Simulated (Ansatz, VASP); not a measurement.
Two plane-wave programs on SnSe

File INCAR:

```
PREC     = Accurate       # precision mode
ENCUT    = 520            # plane-wave cutoff, eV
EDIFF    = 1E-6           # SCF threshold, eV
ISMEAR   = 0              # smearing method
SIGMA    = 0.1            # smearing width, eV
LREAL    = F              # projectors in reciprocal space
LASPH    = T              # aspherical terms in the spheres
NELM     = 100            # most SCF steps
ALGO     = Fast           # electronic algorithm
ISIF     = 2              # what is computed and relaxed
LWAVE    = F              # write WAVECAR
LCHARG   = F              # write CHGCAR
GGA      = PE             # functional
NBANDS   = 50             # bands
```

The input KPOINTS:

```
regular mesh
0
Gamma
  2 4 4
```

POSCAR

```
SnSe
1.0
   11.6644582700      0.0000000000      0.0000000000
    0.0000000000      4.1262507400      0.0000000000
    0.0000000000      0.0000000000      4.7009072300
Sn Se
4 4
Direct
    0.6187868700      0.7500000000      0.3765543100
    0.8812131300      0.2500000000      0.8765543100
    0.3812131600      0.2500000000      0.6234456900
    0.1187868500      0.7500000000      0.1234457000
    0.1485530300      0.2500000000      0.5091818000
    0.6485530100      0.2500000000      0.9908182000
    0.3514469600      0.7500000000      0.0091818000
    0.8514469900      0.7500000000      0.4908182000
```

Input for Ansatz:

```yaml
crystal:
  lattice:
    - [11.66445827, 0.0, 0.0]
    - [0.0, 4.12625074, 0.0]
    - [0.0, 0.0, 4.70090723]
  atoms:
    - { symbol: Sn, position: [0.61878687, 0.75, 0.37655431] }
    - { symbol: Sn, position: [0.88121313, 0.25, 0.87655431] }
    - { symbol: Sn, position: [0.38121316, 0.25, 0.62344569] }
    - { symbol: Sn, position: [0.11878685, 0.75, 0.1234457] }
    - { symbol: Se, position: [0.14855303, 0.25, 0.5091818] }
    - { symbol: Se, position: [0.64855301, 0.25, 0.9908182] }
    - { symbol: Se, position: [0.35144696, 0.75, 0.0091818] }
    - { symbol: Se, position: [0.85144699, 0.75, 0.4908182] }
basis:
  ecutwfc: 420
kpoints:
  mp_grid: { grid: [2, 4, 4] }
hamiltonian:
  xc: pbe
scf:
  occupations: { method: gaussian, width: 0.1 }
output:
  forces: true
  stress: true
  eigenvalues: true
```

The cell is a database's computed one.

Alike in both runs: task single point; functional PBE; k mesh 2 × 4 × 4; occupations gaussian, width 0.1 eV; no spin polarisation.

```csv
,VASP,Ansatz
version,VASP 6.6.1,Ansatz 0.2.0
potentials or method,"VASP PAW PBE potentials, release 64 (Sn_d, Se)","scalar-relativistic, plane waves, PAW"
plane-wave cutoff (eV),520,420
valence electrons in the cell,80,120
```

VASP gave:

```
gap on the k mesh at the Fermi level (eV)       : 1.14
least direct gap on the mesh (eV)               : 1.20
pressure (GPa)                                  : 1.1
largest component of the traceless stress (GPa) : 0.55
rms of the force components (eV/Å)              : 0.118
```

**Question.** What did Ansatz give for the same quantities?

**Answer.** gap on the k mesh at the Fermi level (eV): 1.15; least direct gap on the mesh (eV): 1.21; pressure (GPa): 1.1; largest component of the traceless stress (GPa): 0.54; rms of the force components (eV/Å): 0.109.

Atom by atom the forces differ by 0.009 eV/Å (rms over components). The two sets of potentials don't hold the same shells in valence.

Caveats: spin-orbit coupling is left out, which moves the levels of the heavy elements. A k mesh can miss the band edges.
